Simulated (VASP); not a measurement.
Wanted: the native input for a VASP 6.6.1 run.

* Task: relaxation of cell and atoms
* Functional: PBE
* Potentials or basis: VASP PAW PBE potentials, release 64 (Sn, S)
* Cutoff: 300 eV
* k mesh: 5 × 5 × 3
* Occupations: gaussian, width 0.03 eV
* Spin: no spin polarisation
* Further INCAR settings: ALGO = Normal; EDIFF = 1e-07; IBRION = 2; EDIFFG = -0.005; NSW = 90; ISIF = 3

The structure of SnS2 (Berndtite-2T) lies in POSCAR:

```
SnS2                                    
1.0
    3.7013938338      0.0000000000     -0.0000000000
   -1.8506969169      3.2055010895      0.0000000000
   -0.0000000000      0.0000000000      6.2902495934
  Sn              S             
     1     2
Direct
     0.0000000000000000    0.0000000000000000    0.0000000000000000
     0.3333333332999970    0.6666666667000030    0.2342216606891012
     0.6666666667000030    0.3333333332999970    0.7657783393108989
```

The input as run:

INCAR

```
PREC = Accurate ; ENCUT = 300
EDIFF = 1E-7 ; ISMEAR = 0
SIGMA = 0.03 ; LREAL = F
LASPH = T ; NELM = 80
ALGO = Normal ; ISIF = 3
LWAVE = F ; LCHARG = F
GGA = PE ; IBRION = 2
NSW = 90 ; EDIFFG = -0.005
```

KPOINTS

```
regular mesh
0
Gamma
  5 5 3
```

Potentials or basis: VASP PAW PBE potentials, release 64 (Sn, S).

The run is started by

```bash
$ cat potpaw_PBE.64/Sn/POTCAR potpaw_PBE.64/S/POTCAR > POTCAR
$ mpirun -np 1 vasp_std > vasp.out
```

It gave:

| Item | Value |
| --- | --- |
| Relaxed volume | 25.63 Å³/atom |
| Relaxed cell | a = 3.701 Å, b = 3.701 Å, c = 6.482 Å, α = 90.00°, β = 90.00°, γ = 120.00° |
| Space group after relaxing (to 0.05 Å) | P-3m1 (No. 164) |
| Energy gained by relaxing | 0.9 meV/atom |
| Ionic steps | 13 |
| Pressure after relaxing | 0.0 GPa |
| Band gap on the k mesh | 1.68 eV, indirect (least direct gap 1.93 eV) |

Caveat: the cutoff is under 1.25 times the usual one of these potentials, so pressure, stress and relaxed cells hold a basis-set (Pulay) error; spin-orbit coupling is left out, which moves the levels of the heavy elements; an odd mesh through Γ misses points on the zone boundary, where band edges often lie; this functional lacks dispersion, which binds the layers, so the pressure and a relaxed spacing across them are unreliable.

It took 60 s on 1 thread of Intel(R) Xeon(R) Platinum 8375C CPU @ 2.90GHz (Ice Lake), on a shared host, peak memory 0.16 GiB.
